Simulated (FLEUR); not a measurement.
# Magnetic state of 2 ML Co on Ta(110), 3 substrate layers from several starts

A self-consistent run ends on one state, which hangs on the start. Several orders of 2 ML Co on Ta(110), 3 substrate layers are started in FLEUR and their energies compared.

Calculated with FLEUR MaX-R8.1; PBEsol; all-electron FLAPW film, Dirac cores, scalar-relativistic bands.

Report form: the programs' logs are mostly left out.

## Step 1: Set-up

The cell holds 5 atoms: 3 Ta and 2 Co. Cell: a = 2.860 Å, b = 2.860 Å, c = 22.658 Å, α = 90.0°, β = 90.0°, γ = 109.5°. Pseudomorphic film on a typed substrate lattice, hard-sphere layer spacings, unrelaxed. Vacuum lies along c.

Coordinates:

```xyz
5
Lattice="1.6513 -2.3353 0.0000 1.6513 2.3353 0.0000 0.0000 0.0000 22.6585" Properties=species:S:1:pos:R:3
Ta    0.0000    0.0000    7.0000
Ta    1.6513    0.0000    9.3353
Ta    0.0000    0.0000   11.6705
Co    1.6513    0.0000   13.7814
Co    0.0000    0.0000   15.6585
```

## Step 2: Run 1 (ferro ++)

The parallel start comes first: it shows whether parallel moments hold.

inpgen writes inp.xml from crystal.txt; cutoffs, mixing, functional, smearing and local orbitals are then set in the file. The k list default-1 (kpts.xml, not shown) is a Γ-centred 10×10×1 mesh; where the ranks do not divide the number of points, some are split in two of half the weight.

Input file inp.xml:

```
<?xml version="1.0" encoding="UTF-8" standalone="no"?>
<fleurInput fleurInputVersion="0.39">
   <comment>
      Ta3Co2
   </comment>
   <calculationSetup>
      <cutoffs Kmax="3.66" Gmax="11.0" GmaxXC="11.0" numbands="0"/>
      <scfLoop itmax="120" minDistance="0.00002" maxIterBroyd="15" imix="Anderson" alpha="0.03" precondParam="0.0" spinf="2.0" sdNocoIR="T"/>
      <coreElectrons ctail="T" frcor="F" kcrel="0" coretail_lmax="0"/>
      <xcFunctional name="PBEs" relativisticCorrections="F"/>
      <magnetism jspins="2"/>
      <soc l_soc="F" theta="0.0" phi="0.0" spav="F"/>
      <expertModes spex="0" secvar="F"/>
      <geometryOptimization l_f="F" forcealpha="1.0" forcemix="BFGS" epsdisp="0.00001" epsforce="0.00001"/>
      <ldaU l_linMix="F" mixParam="0.05" spinf="1.0"/>
   </calculationSetup>
   <cell>
      <bzIntegration valenceElectrons="115.0" mode="hist" fermiSmearingEnergy="0.00293995">
         <kPointListSelection listName="default-1"/>
         <xi:include xmlns:xi="http://www.w3.org/2001/XInclude" href="kpts.xml"> </xi:include>
      </bzIntegration>
      <xi:include xmlns:xi="http://www.w3.org/2001/XInclude" href="sym.xml"> </xi:include>
      <filmLattice scale="1.0" dVac="22.3" dTilda="24.8">
         <bravaisMatrixFilm>
            <row-1>    3.1204669550294879    -4.4130074989117691</row-1>
            <row-2>    3.1204669550294879     4.4130074989117691</row-2>
         </bravaisMatrixFilm>
         <vacuumEnergyParameters vacuum="1" spinUp="-.25" spinDown="-.25"/>
         <vacuumEnergyParameters vacuum="2" spinUp="-.25" spinDown="-.25"/>
      </filmLattice>
   </cell>
   <atomSpecies>
      <species name="Tantalum (Ta)" element="Ta" atomicNumber="73">
         <mtSphere radius="2.57" gridPoints="849" logIncrement="0.016"/>
         <atomicCutoffs lmax="10" lnonsphr="8"/>
         <electronConfig flipSpins="F">
            <coreConfig>(1s1/2) (2s1/2) (2p1/2) (2p3/2) (3s1/2) (3p1/2) (3p3/2) (4s1/2) (3d3/2) (3d5/2) (4p1/2) (4p3/2) (4d3/2) (4d5/2)</coreConfig>
            <valenceConfig>(5s1/2) (5p1/2) (5p3/2) (6s1/2) (4f5/2) (4f7/2) (5d3/2) (5d5/2)</valenceConfig>
            <stateOccupation state="(5d3/2)" spinUp="0.600000" spinDown="0.600000"/>
            <stateOccupation state="(5d5/2)" spinUp="0.900000" spinDown="0.900000"/>
         </electronConfig>
         <energyParameters s="6" p="6" d="5" f="5"/>
         <lo type="SCLO" l="0" n="5" eDeriv="0"/>
         <lo type="SCLO" l="1" n="5" eDeriv="0"/>
         <lo type="SCLO" l="3" n="4" eDeriv="0"/>
      </species>
      <species name="Cobalt (Co2.000" element="Co" atomicNumber="27">
         <mtSphere radius="2.24" gridPoints="741" logIncrement="0.016"/>
         <atomicCutoffs lmax="8" lnonsphr="6"/>
         <electronConfig flipSpins="F">
            <coreConfig>(1s1/2) (2s1/2) (2p1/2) (2p3/2)</coreConfig>
            <valenceConfig>(3s1/2) (3p1/2) (3p3/2) (4s1/2) (3d3/2) (3d5/2)</valenceConfig>
            <stateOccupation state="(3d3/2)" spinUp="1.5" spinDown="1.3"/>
            <stateOccupation state="(3d5/2)" spinUp="3.0" spinDown="1.2"/>
         </electronConfig>
         <energyParameters s="4" p="4" d="3" f="4"/>
         <lo type="SCLO" l="0" n="3" eDeriv="0"/>
         <lo type="SCLO" l="1" n="3" eDeriv="0"/>
      </species>
   </atomSpecies>
   <atomGroups>
      <atomGroup species="Tantalum (Ta)">
         <filmPos label="                   1">.0000000000 .0000000000 -8.1810808113</filmPos>
         <force calculate="T" relaxXYZ="TTT"/>
      </atomGroup>
      <atomGroup species="Tantalum (Ta)">
         <filmPos label="                   2">1.000/2.000 1.000/2.000 -3.7680542877</filmPos>
         <force calculate="T" relaxXYZ="TTT"/>
      </atomGroup>
      <atomGroup species="Tantalum (Ta)">
         <filmPos label="                   3">.0000000000 .0000000000 .6449294176</filmPos>
         <force calculate="T" relaxXYZ="TTT"/>
      </atomGroup>
      <atomGroup species="Cobalt (Co2.000">
         <filmPos label="                   4">1.000/2.000 1.000/2.000 4.6339690143</filmPos>
         <force calculate="T" relaxXYZ="TTT"/>
      </atomGroup>
      <atomGroup species="Cobalt (Co2.000">
         <filmPos label="                   5">.0000000000 .0000000000 8.1810808113</filmPos>
         <force calculate="T" relaxXYZ="TTT"/>
      </atomGroup>
   </atomGroups>
   <output dos="F" band="F" slice="F">
      <bandDOS minEnergy="-.5*Htr" maxEnergy="0.5*Htr" sigma="0.015" storeEVData="T"/>
      <plotting iplot="0" polar="F">
         <plot TwoD="T" vec1="  1.0  0.0  0.0" vec2="  0.0  1.0  0.0" vec3="  0.0  0.0  1.0" zero="  0.0  0.0 -0.5" file="plot"/>
      </plotting>
      <moessbauerParams electricFieldGradient="F" isomerShift="F" coreHyperfine="F" valenceHyperfine="F"/>
   </output>
</fleurInput>
```

Input file crystal.txt:

```
Ta3Co2
&input film=T cartesian=F /
1.65128000000  -2.33526300000  0.00000000000
1.65128000000  2.33526300000  0.00000000000
0.00000000000  0.00000000000  1.00000000000
1.8897261246
1.0 1.0 1.0

5
73 0.00000000000  0.00000000000  -8.18108081126
73 0.50000000000  0.50000000000  -3.76805428766
73 0.00000000000  0.00000000000  0.64492941763
27 0.50000000000  0.50000000000  4.63396901430 : 2.000
27 0.00000000000  0.00000000000  8.18108081126 : 2.000

&kpt div1=10 div2=10 div3=1 gamma=T /
```

The run is started by

```bash
> OMP_NUM_THREADS=1 inpgen -f crystal.txt > inpgen.log  # inp.xml is then edited as shown
> OMP_NUM_THREADS=1 mpirun -n 4 fleur_MPI > fleur.log
```

The job ended after 9.5 min (4 MPI ranks of Intel Xeon Platinum 8488C (Sapphire Rapids), shared host; peak memory 0.67 GiB).

Spin moment in the muffin-tin sphere by atom:

```tsv
atom	spin moment in the muffin-tin sphere (μB)
Ta1	0.00
Ta2	-0.01
Ta3	-0.03
Co4	1.68
Co5	2.05
```

This step gave:

```
free energy                                                       : -1351012.9355 eV
program's band gap on this mesh (in a metal only a level spacing) : 0.001219 eV
magnetization                                                     : 3.518 μB
final state                                                       : ferromagnetic
```

After 80 cycles the largest moment stands at 2.05 μB.

## Step 3: Run 2 (antiferro +-)

Another pattern of signs weighs the neighbour shells otherwise.

inp.xml: that of step 2 with these lines changed.

```diff
@@ -59,2 +59,15 @@
       </species>
+      <species name="Cobalt (Co-2.000" element="Co" atomicNumber="27">
+         <mtSphere radius="2.24" gridPoints="741" logIncrement="0.016"/>
+         <atomicCutoffs lmax="8" lnonsphr="6"/>
+         <electronConfig flipSpins="F">
+            <coreConfig>(1s1/2) (2s1/2) (2p1/2) (2p3/2)</coreConfig>
+            <valenceConfig>(3s1/2) (3p1/2) (3p3/2) (4s1/2) (3d3/2) (3d5/2)</valenceConfig>
+            <stateOccupation state="(3d3/2)" spinUp="1.3" spinDown="1.5"/>
+            <stateOccupation state="(3d5/2)" spinUp="1.2" spinDown="3.0"/>
+         </electronConfig>
+         <energyParameters s="4" p="4" d="3" f="4"/>
+         <lo type="SCLO" l="0" n="3" eDeriv="0"/>
+         <lo type="SCLO" l="1" n="3" eDeriv="0"/>
+      </species>
    </atomSpecies>
@@ -77,3 +90,3 @@
       </atomGroup>
-      <atomGroup species="Cobalt (Co2.000">
+      <atomGroup species="Cobalt (Co-2.000">
          <filmPos label="                   5">.0000000000 .0000000000 8.1810808113</filmPos>
```

crystal.txt: that of step 2 with these lines changed.

```diff
@@ -13,3 +13,3 @@
 27 0.50000000000  0.50000000000  4.63396901430 : 2.000
-27 0.00000000000  0.00000000000  8.18108081126 : 2.000
+27 0.00000000000  0.00000000000  8.18108081126 : -2.000
```

Run time: 13 min. Hardware: 4 MPI ranks; peak memory 0.67 GiB.

The run stopped without converging, so none of its numbers is a property of the system.

After 120 cycles the density distance stands at 0.84 me/bohr³, above the threshold of 2e-05.

## Step 4: Start 3: no spin polarisation

A spinless run gives the zero against which the gain from the moments is read.

inp.xml: that of step 3 with these lines changed.

```diff
@@ -10,3 +10,3 @@
       <xcFunctional name="PBEs" relativisticCorrections="F"/>
-      <magnetism jspins="2"/>
+      <magnetism jspins="1"/>
       <soc l_soc="F" theta="0.0" phi="0.0" spav="F"/>
@@ -46,3 +46,3 @@
       </species>
-      <species name="Cobalt (Co2.000" element="Co" atomicNumber="27">
+      <species name="Cobalt (Co)" element="Co" atomicNumber="27">
          <mtSphere radius="2.24" gridPoints="741" logIncrement="0.016"/>
@@ -52,17 +52,4 @@
             <valenceConfig>(3s1/2) (3p1/2) (3p3/2) (4s1/2) (3d3/2) (3d5/2)</valenceConfig>
-            <stateOccupation state="(3d3/2)" spinUp="1.5" spinDown="1.3"/>
-            <stateOccupation state="(3d5/2)" spinUp="3.0" spinDown="1.2"/>
-         </electronConfig>
-         <energyParameters s="4" p="4" d="3" f="4"/>
-         <lo type="SCLO" l="0" n="3" eDeriv="0"/>
-         <lo type="SCLO" l="1" n="3" eDeriv="0"/>
-      </species>
-      <species name="Cobalt (Co-2.000" element="Co" atomicNumber="27">
-         <mtSphere radius="2.24" gridPoints="741" logIncrement="0.016"/>
-         <atomicCutoffs lmax="8" lnonsphr="6"/>
-         <electronConfig flipSpins="F">
-            <coreConfig>(1s1/2) (2s1/2) (2p1/2) (2p3/2)</coreConfig>
-            <valenceConfig>(3s1/2) (3p1/2) (3p3/2) (4s1/2) (3d3/2) (3d5/2)</valenceConfig>
-            <stateOccupation state="(3d3/2)" spinUp="1.3" spinDown="1.5"/>
-            <stateOccupation state="(3d5/2)" spinUp="1.2" spinDown="3.0"/>
+            <stateOccupation state="(3d3/2)" spinUp="1.400000" spinDown="1.400000"/>
+            <stateOccupation state="(3d5/2)" spinUp="2.100000" spinDown="2.100000"/>
          </electronConfig>
@@ -86,3 +73,3 @@
       </atomGroup>
-      <atomGroup species="Cobalt (Co2.000">
+      <atomGroup species="Cobalt (Co)">
          <filmPos label="                   4">1.000/2.000 1.000/2.000 4.6339690143</filmPos>
@@ -90,3 +77,3 @@
       </atomGroup>
-      <atomGroup species="Cobalt (Co-2.000">
+      <atomGroup species="Cobalt (Co)">
          <filmPos label="                   5">.0000000000 .0000000000 8.1810808113</filmPos>
```

crystal.txt: that of step 3 with these lines changed.

```diff
@@ -12,4 +12,4 @@
 73 0.00000000000  0.00000000000  0.64492941763
-27 0.50000000000  0.50000000000  4.63396901430 : 2.000
-27 0.00000000000  0.00000000000  8.18108081126 : -2.000
+27 0.50000000000  0.50000000000  4.63396901430
+27 0.00000000000  0.00000000000  8.18108081126
```

Wall time 4.2 min (4 MPI ranks); peak memory 0.47 GiB.

This step gave:

| Quantity | Value |
| --- | --- |
| free energy | -1351012.1006 eV |
| program's band gap on this mesh (in a metal only a level spacing) | 2.36e-5 eV |
| final state | non-magnetic (no spin polarisation) |

It lies 417 meV a seeded atom over the first start.

## Step 5: The states side by side

Free energies are divided by the number of seeded atoms.

Orders:

```tsv
start	final state	typed order kept	energy over the lowest (meV a seeded atom)	largest sphere moment (μB)	net moment (μB a primitive cell)	mesh matched	CPU time (s)
ferro ++	ferromagnetic	yes	0	2.055	3.518	yes	2271
no spin polarisation	non-magnetic	-	417.5	0	0	yes	1006
```

## Step 6: Spin–orbit coupling, moments along z

Spin–orbit coupling ties the spins to the lattice and lets orbital moments form.

A new self-consistent run of the start ferro ++, with the moments along z.

inp.xml: that of step 2 with these lines changed.

```diff
@@ -6,3 +6,3 @@
    <calculationSetup>
-      <cutoffs Kmax="3.66" Gmax="11.0" GmaxXC="11.0" numbands="0"/>
+      <cutoffs Kmax="3.66" Gmax="11.0" GmaxXC="11.0" numbands="215"/>
       <scfLoop itmax="120" minDistance="0.00002" maxIterBroyd="15" imix="Anderson" alpha="0.03" precondParam="0.0" spinf="2.0" sdNocoIR="T"/>
@@ -11,3 +11,3 @@
       <magnetism jspins="2"/>
-      <soc l_soc="F" theta="0.0" phi="0.0" spav="F"/>
+      <soc l_soc="T" theta="0.0" phi="0.0" spav="F"/>
       <expertModes spex="0" secvar="F"/>
```

crystal.txt: that of step 2 with these lines changed.

```diff
@@ -15,2 +15,3 @@
 
+&soc 0.0000000 0.0000000 /
 &kpt div1=10 div2=10 div3=1 gamma=T /
```

It took 40 min on 4 MPI ranks; peak memory 1.3 GiB.

Spin moment in the muffin-tin sphere by atom:

```tsv
atom	spin moment in the muffin-tin sphere (μB)
Ta1	-0.01
Ta2	-0.01
Ta3	-0.03
Co4	1.68
Co5	2.05
```

This step gave:

```yaml
free_energy: -1351015.1672 eV
program_s_band_gap_on_this_mesh_in_a_metal_only_a_level_spacing: 0 eV
magnetization: 3.510 μB
final_state: ferromagnetic
orbital_moment_along_the_spin: 0.1559 μB
```

Orbital moment in the sphere, along the spin axis by atom:

```tsv
atom	orbital moment in the sphere, along the spin axis (μB)
Ta1	0.001
Ta2	0.004
Ta3	-0.002
Co4	0.116
Co5	0.156
```

## Step 7: Results

| Quantity | Value |
| --- | --- |
| lower run | with moments |
| largest site spin moment | 2.05 μB |
| next finished state | non-magnetic, 417 meV a seeded atom higher |
| energy gained by spin polarisation | 417 meV a seeded atom |
| orbital moment on the atom of largest spin, along its spin (spin–orbit run) | 0.156 μB |

What this shows: No opposed order could be compared. The parallel start holds moments up to 2.05 μB. 1 start gave no converged result and is missing from the ranking; where cut off, the energy had nearly settled 174 meV a seeded atom over the lowest. The orbital moment is parallel to the spin, as Hund's third rule has it for a shell over half filled. No antiferromagnetic order was obtained, so the session says nothing on how the moments order. A substrate of 3 unrelaxed layers is a model; thickness and relaxation can move these numbers.

[Logs and program files are shortened in this print: banners, set-up blocks, solver, clock and traceback lines can be left out without a mark of their own.]

[Logs are printed without paths, hosts, clocks, repeated set-up lines and the standing remarks that a program may print on its own settings, such as how far it seeks lower states.]

[Hosts, paths, dates, database ids (printed as entryN), source tags and the programs' standing remarks are cut or masked in the printed files.]

[Where a cell is said to come from a database of computed structures, the database is the Materials Project.]
